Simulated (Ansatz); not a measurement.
# GaN (P6_3mc) in Ansatz: notebook

Runs on GaN. Level: r2SCAN+rVV10. Tasks: single point, equation of state.

Program: Ansatz 0.2.0. These are calculated values, not measurements. Logs are shortened: lines on timing, memory, paths and dates and some standing lists are left out, and cuts for length are marked.

## Step 1: The structure

It takes space group P6_3mc (No. 186, hexagonal). The conventional cell has a = 3.180 Å, b = 3.180 Å, c = 5.166 Å, α = 90.00°, β = 90.00°, γ = 120.00°. Ga (site symmetry 3m) is surrounded by 4 N at 1.94 to 1.95 Å. Around N (site symmetry 3m) lie 4 Ga at 1.94 to 1.95 Å.

## Step 2: Single point, r2SCAN+rVV10, 10.63 Å³/atom (volume scaled by 0.94)

The input, input.yaml:

```yaml
crystal:
  lattice:
    - [3.1150838257, 0.0, 0.0]
    - [-1.5575419129, 2.697741728, 0.0]
    - [0.0, 0.0, 5.0605418376]
  atoms:
    - { symbol: Ga, position: [0.6666666667, 0.3333333333, 0.5] }
    - { symbol: Ga, position: [0.3333333333, 0.6666666667, 0.0] }
    - { symbol: "N", position: [0.6666666667, 0.3333333333, 0.875] }
    - { symbol: "N", position: [0.3333333333, 0.6666666667, 0.375] }
hamiltonian:
  xc: r2scan
  pseudopotentials: { kind: paw }
  dispersion: rvv10
kpoints:
  mp_grid: { grid: [10, 10, 5] }
scf:
  occupations: { method: fermi_dirac, width: 0.05 }
output:
  forces: true
  stress: true
  eigenvalues: true
```

Potentials or basis: Ansatz PAW.

Started as:

```
$ ansatz run input.yaml --threads 2 --pin off --max-ram 5120MiB --backend cpu --events-out ev --progress --plain --runs-dir out
```

The log of the run:

```text
Warning: RAYON_NUM_THREADS=2 ignored (pool sized by the plan → 2); use --threads N
Engine: ansatz 0.2.0, x86_64-unknown-linux-gnu
Pseudopotentials: kind: paw
Pseudopotential: Ga, paw, valence charge 13, recommended cutoff 500 eV (meta_gga), Ga.paw.azcp
Pseudopotential: N, paw, valence charge 5, recommended cutoff 500 eV (meta_gga), N.paw.azcp
Functional definition: r2SCAN+rVV10
  parameter k0 = 0.174
  parameter k1 = 0.065
  parameter a1 = 4.9479
  exchange = r2scan_x(k0 = k0, k1 = k1, a1 = a1)
  correlation = r2scan_c + rvv10(11.95, 0.0093)
Crystal: 4 atoms, lattice volume = 42.527 Å³
Basis set: ecut = 500 eV, 1099 PW (Γ), exchange–correlation on 108×108×180 points (64 copies of the dense FFT grid, shifted against one another)
Bands: 22, of which v1, the nominal top of the filled ones, is band 18 counted from 1 (17 counted from 0)
Symmetry: 12 space group operations
Space group: P63mc (ITA 186), of the structure as read, at distance tolerance 3.5e-5 Å
k-points: 42 of 500 (time reversal used)
Non-local potential: Ga, projectors of the file, l = 0: 2, l = 1: 2, l = 2: 3, l = 3: 1
Non-local potential: N, projectors of the file, l = 0: 2, l = 1: 2, l = 2: 1
PAW form: soft (Blöchl's): semilocal exchange-correlation on the pseudo side does not see the compensation charge
rVV10 density: all electrons in the spheres
PAW frozen core: Ga, regenerated for the run's functional (the file was generated under x = pbe(κ = 0.804, μ = 0.2195149727645171), c = pbe(β = 0.06672455060314922))
PAW frozen core: N, regenerated for the run's functional (the file was generated under x = pbe(κ = 0.804, μ = 0.2195149727645171), c = pbe(β = 0.06672455060314922))
PAW one-centre angular grid: Ga, 590 points (default); XC on 160 Gauss nodes
PAW one-centre angular grid: N, 302 points (default); XC on 160 Gauss nodes
Initial density: superposition of atomic densities (neutral atoms: chi_scale 0, normalization atom), corrected by the library's trained network
Initial wavefunctions: pseudopotential atomic-orbital guess
Functional: x = r2scan, c = r2scan + rvv10(b = 11.95, C = 0.0093); τ floored in thin density (d = 2e-4 eV/Å³)
SCF iter   1: F=—  HF=-8349.888373 eV  |F-HF|=—  |Δ(HF+E_count)|=         —  Δρ=1.22e-2  dr2=2.23e-2  dr2_τ=2.28e-1  ethr=1.77e-3  ⟨swp⟩=5.2  Hψ=3842  notcnv=0
preconditioner: auto → Resta (q_TF=auto, 2.654 Å⁻¹)  ε∞=4.6  [insulator: Δε(μ)=2.722 eV  Ē_g=18.100 eV  σ=0.050 eV  W_gap=1.00  n_scr=22 (ndim 8)  ℏωp=34.2 eV  f_vac=0.004  D(μ)=0.00/eV (n_scr^D=0)  ε∞_Penn≈4.6]
SCF iter   2: F=—  HF=-8349.965685 eV  |F-HF|=—  |Δ(HF+E_count)|=   7.73e-2  Δρ=5.80e-3  dr2=8.25e-3  dr2_τ=4.68e-4  ethr=6.21e-5  ⟨swp⟩=2.0  Hψ=2184  notcnv=0
SCF iter   3: F=—  HF=-8349.965111 eV  |F-HF|=—  |Δ(HF+E_count)|=   5.74e-4  Δρ=3.77e-3  dr2=2.50e-3  dr2_τ=6.60e-5  ethr=2.29e-5  ⟨swp⟩=2.1  Hψ=1619  notcnv=0
SCF iter   4: F=—  HF=-8349.965148 eV  |F-HF|=—  |Δ(HF+E_count)|=   3.70e-5  Δρ=1.28e-3  dr2=3.27e-4  dr2_τ=7.81e-6  ethr=6.94e-6  ⟨swp⟩=1.0  Hψ=924  notcnv=0
SCF iter   5: F=—  HF=-8349.965124 eV  |F-HF|=—  |Δ(HF+E_count)|=   2.45e-5  Δρ=1.95e-4  dr2=8.08e-6  dr2_τ=9.39e-7  ethr=9.08e-7  ⟨swp⟩=2.9  Hψ=1708  notcnv=0
SCF iter   6: F=—  HF=-8349.965129 eV  |F-HF|=—  |Δ(HF+E_count)|=   4.91e-6  Δρ=5.08e-5  dr2=7.61e-7  dr2_τ=3.79e-8  ethr=2.25e-8  ⟨swp⟩=3.0  Hψ=1680  notcnv=0
SCF iter   7: F=-8349.965129 eV  HF=-8349.965129 eV  |F-HF|=1.70e-9  |Δ(HF+E_count)|=   1.14e-7  Δρ=9.07e-6  dr2=2.53e-8  dr2_τ=2.67e-10  ethr=2.78e-10  ⟨swp⟩=5.1  Hψ=4191  notcnv=0
SCF 1 converged in 7 iterations: F = -8349.965129 eV  dr2 = 2.53e-8
SCF converged after 7 iterations
Free energy (F): -8349.965129 eV
Harris-Foulkes:  -8349.965129 eV  (|F-HF|=1.70e-9)
Internal energy: -8349.965129 eV  (E = F + TS)
E sigma→0 (E₀):  -8349.965129 eV
Fermi energy:    11.964325 eV
--- Per-component energies (eV) ---
  E_band       = 3.959567
  E_kinetic    = 500.104993
  E_local      = -3796.746772  (includes V_loc(G=0)·N_el)
  E_nonlocal   = 953.120970
  E_hartree    = 1762.225419
  E_xc         = -243.098293
  E_vxc        = -289.591325  (∫ρ·V_xc dr)
  E_paw        = -4274.030723  (= ΣΔE_a)
  E_vpaw       = -903.160545  (= ΣTr[D̂ρ^β])
  E_aug_tail   = 0.000002  (compensation charges beyond the density's cutoff)
  E_vtau       = 15.786695  (kinetic-family band-sum trace: ∫τ·v_τ [+ j·A + Jᵃ·Aᵃ] dr)
  E_ewald      = -3250.175457
  E_core_change = -1.365269  (= ΣΔE_core)
  E_smearing   = -0.000000  (= −TS)
  E_closure    = -0.000000  (closes the sum)
  Σ components = -8349.965129   (vs F -8349.965129, Δ=0.00e0)
--- Forces (eV/Å), atoms counted from 1 ---
  atom   1  Ga     0.00000000     0.00000000    -0.15928375
  atom   2  Ga    -0.00000000    -0.00000000    -0.15928375
  atom   3  N      0.00000000     0.00000000     0.15927518
  atom   4  N     -0.00000000    -0.00000000     0.15927518
  max |Σ_I F_I| component: 1.72e-5 eV/Å
--- Stress (GPa, compression-positive) ---
       13.041083       0.000000       0.000000
        0.000000      13.041083       0.000000
        0.000000       0.000000      15.741151
  P = ⅓ Tr σ = 13.9411 GPa (139.411 kbar)
--- Band table (eV; the first three rows and the last of 42) ---
  k-point 0: bands = ["-6.8924", "-5.6871", "-3.4107", "-3.3848", "-3.3848", "-3.2999", "-3.2999", "-3.0434", "-3.0434", "-2.9231", "-2.9231", "-1.7733", "2.8279", "9.3642", "9.3642", "10.4794", "10.5423", "10.5423", "13.3190", "15.8000", "20.8875", "21.5011"]
  k-point 1: bands = ["-6.7611", "-5.7683", "-3.3811", "-3.3811", "-3.3801", "-3.3122", "-3.3122", "-3.0279", "-3.0279", "-2.9308", "-2.9308", "-2.1979", "3.6430", "9.4221", "9.4719", "9.4719", "10.4252", "10.4252", "14.1676", "15.8712", "20.5968", "21.5374"]
  k-point 2: bands = ["-6.4202", "-6.0290", "-3.3666", "-3.3666", "-3.3402", "-3.3402", "-3.2377", "-2.9917", "-2.9917", "-2.9547", "-2.9547", "-2.8531", "5.4325", "7.4926", "9.7588", "9.7588", "10.1231", "10.1231", "15.3539", "15.9033", "20.1224", "20.3846"]
  k-point 41: bands = ["-5.4883", "-5.4592", "-3.2627", "-3.2361", "-3.2175", "-3.1526", "-3.0376", "-3.0356", "-2.9897", "-2.9791", "-1.4646", "-1.3393", "3.9360", "4.0761", "5.6692", "6.4843", "8.5347", "8.8529", "17.5661", "17.8198", "18.7815", "19.2159"]
```

It took 2.8 s on 2 threads of Intel Xeon 6975P-C (Granite Rapids), shared host; peak memory 0.58 GiB.

Results:

| Item | Value |
| --- | --- |
| Free energy | -8349.9651 eV |
| Pressure | 13.9 GPa |
| Largest force | 0.159 eV/Å |
| Band gap on the k mesh | 2.78 eV, direct |

Caveat: odd divisions of the mesh miss points on the zone boundary, where band edges often lie, so the gap on the mesh can be too wide; the PAW data sets come from PBE, with cores solved anew for the run's functional, which leaves a small shift of forces and pressure.

## Step 3: Single point, r2SCAN+rVV10, 10.86 Å³/atom (volume scaled by 0.96)

Changes to input.yaml since step 2:

```diff
@@ -2,5 +2,5 @@
   lattice:
-    - [3.1150838257, 0.0, 0.0]
-    - [-1.5575419129, 2.697741728, 0.0]
-    - [0.0, 0.0, 5.0605418376]
+    - [3.1370217585, 0.0, 0.0]
+    - [-1.5685108793, 2.7167405351, 0.0]
+    - [0.0, 0.0, 5.0961806304]
   atoms:
```

Potentials or basis: Ansatz PAW.

Started as:

```
$ ansatz run input.yaml --threads 2 --pin off --max-ram 5120MiB --backend cpu --events-out ev --progress --plain --runs-dir out
```

Wall time 2.7 s (2 threads of Intel Xeon 6975P-C (Granite Rapids), shared host); peak memory 0.59 GiB.

Results (log left out):

- Free energy: -8350.0289 eV
- Pressure: 8.7 GPa
- Largest force: 0.153 eV/Å
- Band gap on the k mesh: 2.63 eV, direct

Caveat: odd divisions of the mesh miss points on the zone boundary, where band edges often lie, so the gap on the mesh can be too wide; the PAW data sets come from PBE, with cores solved anew for the run's functional, which leaves a small shift of forces and pressure.

## Step 4: Single point, r2SCAN+rVV10, 11.08 Å³/atom (volume scaled by 0.98)

Changes to input.yaml since step 3:

```diff
@@ -2,5 +2,5 @@
   lattice:
-    - [3.1370217585, 0.0, 0.0]
-    - [-1.5685108793, 2.7167405351, 0.0]
-    - [0.0, 0.0, 5.0961806304]
+    - [3.158657075, 0.0, 0.0]
+    - [-1.5793285375, 2.7354772688, 0.0]
+    - [0.0, 0.0, 5.1313278144]
   atoms:
@@ -22 +22,5 @@
   eigenvalues: true
+  write_density: true
+  write_potential: true
+  elf: true
+  volumetric_format: npy
```

Started as:

```
$ ansatz run input.yaml --threads 2 --pin off --max-ram 5120MiB --backend cpu --events-out ev --progress --plain --runs-dir out
```

Wall time 3.3 s (2 threads of Intel Xeon 6975P-C (Granite Rapids), shared host); peak memory 0.59 GiB.

It converged, with:

```yaml
Free_energy: -8350.0647 eV
Pressure: 4.0 GPa
Largest_force: 0.146 eV/Å
Band_gap_on_the_k_mesh: 2.49 eV, direct
```

Caveat: odd divisions of the mesh miss points on the zone boundary, where band edges often lie, so the gap on the mesh can be too wide; the PAW data sets come from PBE, with cores solved anew for the run's functional, which leaves a small shift of forces and pressure.

## Step 5: Single point, r2SCAN+rVV10, 11.31 Å³/atom

Changes to input.yaml since step 4:

```diff
@@ -2,5 +2,5 @@
   lattice:
-    - [3.158657075, 0.0, 0.0]
-    - [-1.5793285375, 2.7354772688, 0.0]
-    - [0.0, 0.0, 5.1313278144]
+    - [3.18, 0.0, 0.0]
+    - [-1.59, 2.753960784, 0.0]
+    - [0.0, 0.0, 5.166]
   atoms:
```

Started as:

```
$ ansatz run input.yaml --threads 2 --pin off --max-ram 5120MiB --backend cpu --events-out ev --progress --plain --runs-dir out
```

It took 3.6 s on 2 threads of Intel Xeon 6975P-C (Granite Rapids), shared host; peak memory 0.58 GiB.

The run converged. Its results:

```yaml
Free_energy: -8350.0754 eV
Pressure: -0.2 GPa
Largest_force: 0.140 eV/Å
Band_gap_on_the_k_mesh: 2.34 eV, direct
```

Caveat: odd divisions of the mesh miss points on the zone boundary, where band edges often lie, so the gap on the mesh can be too wide; the PAW data sets come from PBE, with cores solved anew for the run's functional, which leaves a small shift of forces and pressure.

## Step 6: Single point, r2SCAN+rVV10, 11.54 Å³/atom (volume scaled by 1.02)

Changes to input.yaml since step 5:

```diff
@@ -2,5 +2,5 @@
   lattice:
-    - [3.18, 0.0, 0.0]
-    - [-1.59, 2.753960784, 0.0]
-    - [0.0, 0.0, 5.166]
+    - [3.2010602164, 0.0, 0.0]
+    - [-1.6005301082, 2.7721994664, 0.0]
+    - [0.0, 0.0, 5.2002129176]
   atoms:
@@ -22,5 +22 @@
   eigenvalues: true
-  write_density: true
-  write_potential: true
-  elf: true
-  volumetric_format: npy
```

Potentials or basis: Ansatz PAW.

Started as:

```
$ ansatz run input.yaml --threads 2 --pin off --max-ram 5120MiB --backend cpu --events-out ev --progress --plain --runs-dir out
```

It took 3 s on 2 threads of Intel Xeon 6975P-C (Granite Rapids), shared host; peak memory 0.59 GiB.

It converged, with:

```
Free energy            : -8350.0635 eV
Pressure               : -4.0 GPa
Largest force          : 0.134 eV/Å
Band gap on the k mesh : 2.21 eV, direct
```

Caveat: odd divisions of the mesh miss points on the zone boundary, where band edges often lie, so the gap on the mesh can be too wide; the PAW data sets come from PBE, with cores solved anew for the run's functional, which leaves a small shift of forces and pressure.

## Step 7: Single point, r2SCAN+rVV10, 11.76 Å³/atom (volume scaled by 1.04)

Changes to input.yaml since step 6:

```diff
@@ -2,5 +2,5 @@
   lattice:
-    - [3.2010602164, 0.0, 0.0]
-    - [-1.6005301082, 2.7721994664, 0.0]
-    - [0.0, 0.0, 5.2002129176]
+    - [3.2218469041, 0.0, 0.0]
+    - [-1.6109234521, 2.7902012661, 0.0]
+    - [0.0, 0.0, 5.2339814801]
   atoms:
@@ -22 +22,5 @@
   eigenvalues: true
+  write_density: true
+  write_potential: true
+  elf: true
+  volumetric_format: npy
```

Started as:

```
$ ansatz run input.yaml --threads 2 --pin off --max-ram 5120MiB --backend cpu --events-out ev --progress --plain --runs-dir out
```

It took 3.6 s on 2 threads of Intel Xeon 6975P-C (Granite Rapids), shared host; peak memory 0.6 GiB.

It converged, with:

| Item | Value |
| --- | --- |
| Free energy | -8350.0313 eV |
| Pressure | -7.4 GPa |
| Largest force | 0.129 eV/Å |
| Band gap on the k mesh | 2.07 eV, direct |

Caveat: odd divisions of the mesh miss points on the zone boundary, where band edges often lie, so the gap on the mesh can be too wide; the PAW data sets come from PBE, with cores solved anew for the run's functional, which leaves a small shift of forces and pressure.

## Step 8: Single point, r2SCAN+rVV10, 11.99 Å³/atom (volume scaled by 1.06)

Changes to input.yaml since step 7:

```diff
@@ -2,5 +2,5 @@
   lattice:
-    - [3.2218469041, 0.0, 0.0]
-    - [-1.6109234521, 2.7902012661, 0.0]
-    - [0.0, 0.0, 5.2339814801]
+    - [3.2423687753, 0.0, 0.0]
+    - [-1.6211843877, 2.8079737278, 0.0]
+    - [0.0, 0.0, 5.2673198406]
   atoms:
@@ -22,5 +22 @@
   eigenvalues: true
-  write_density: true
-  write_potential: true
-  elf: true
-  volumetric_format: npy
```

Started as:

```
$ ansatz run input.yaml --threads 2 --pin off --max-ram 5120MiB --backend cpu --events-out ev --progress --plain --runs-dir out
```

Wall time 3 s (2 threads of Intel Xeon 6975P-C (Granite Rapids), shared host); peak memory 0.59 GiB.

The run converged. Its results:

* Free energy: -8349.9809 eV
* Pressure: -10.4 GPa
* Largest force: 0.123 eV/Å
* Band gap on the k mesh: 1.94 eV, direct

Caveat: odd divisions of the mesh miss points on the zone boundary, where band edges often lie, so the gap on the mesh can be too wide; the PAW data sets come from PBE, with cores solved anew for the run's functional, which leaves a small shift of forces and pressure.

## Step 9: Equation of state, r2SCAN+rVV10

Potentials or basis: Ansatz PAW.

No new run: the results of the series are fitted here.

Results:

```yaml
Equilibrium_volume: 11.30 Å³/atom
Bulk_modulus_at_fixed_shape_and_positions: 200 GPa
Pressure_derivative_of_the_bulk_modulus: 4.3
```

Energy against volume, from the lowest point:
```csv
volume (Å³/atom),energy (meV/atom)
10.632,27.57
10.858,11.63
11.084,2.67
11.310,0.00
11.537,2.97
11.763,11.01
11.989,23.63
```

Caveat: the cell was scaled at fixed shape and fractional positions, which overstates the stiffness of a crystal with free parameters, most of all of layers and chains; the PAW data sets were made with another functional, which shifts forces and pressure a little.
